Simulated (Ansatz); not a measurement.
The system is SnSe.

```xyz
2
Lattice="0.0000 3.0100 3.0100 3.0100 0.0000 3.0100 3.0100 3.0100 0.0000" Properties=species:S:1:pos:R:3 pbc="T T T"
Sn    0.0000    0.0000    0.0000
Se    3.0100    3.0100    3.0100
```

Measurements of this composition are mostly on another form, of space group No. 62.

- Program: Ansatz 0.2.0
- Task: relaxation of cell and atoms
- Functional: HSE03
- Potentials or basis: Ansatz PAW
- Cutoff: 420 eV (not typed: the program's choice for these potentials)
- k mesh: 4 × 4 × 4
- Occupations: fermi-dirac, width 0.05 eV
- Spin: no spin polarisation

At the start: volume 27.27 Å³/atom.

Task: How do energy, volume and symmetry change on relaxing?

Result: It ends after 4 steps and the volume is 26.42 Å³/atom (-3.1 %); space group Fm-3m (No. 225, to 0.05 Å).

Step by step:
| step | energy change (eV) | largest force (eV/Å) | volume (Å³) |
| --- | --- | --- | --- |
| 1 | 0.0000 | 0.0000 | 54.54 |
| 2 | -0.0081 | 0.0000 | 52.06 |
| 3 | -0.0097 | 0.0000 | 52.83 |
| 4 | -0.0093 | 0.0000 | 52.83 |

Final structure:
```cif
data_structure
_symmetry_space_group_name_H-M 'P 1'
_symmetry_Int_Tables_number 1
_cell_length_a 4.2119
_cell_length_b 4.2119
_cell_length_c 4.2119
_cell_angle_alpha 60.000
_cell_angle_beta 60.000
_cell_angle_gamma 60.000
_cell_volume 52.83
loop_
_atom_site_label
_atom_site_type_symbol
_atom_site_fract_x
_atom_site_fract_y
_atom_site_fract_z
_atom_site_occupancy
Sn1 Sn 0.00000 0.00000 0.00000 1
Se1 Se 0.50000 0.50000 0.50000 1
```

Caveat: the k mesh is coarse (spacing up to 0.45 Å⁻¹), so the values aren't converged, least of all with exact exchange; the plane-wave basis is chosen anew once the cell has moved, so the energies of steps on either side of that aren't comparable; the PAW data sets come from PBE, with cores solved anew for the run's functional, which leaves a small shift of forces and pressure.
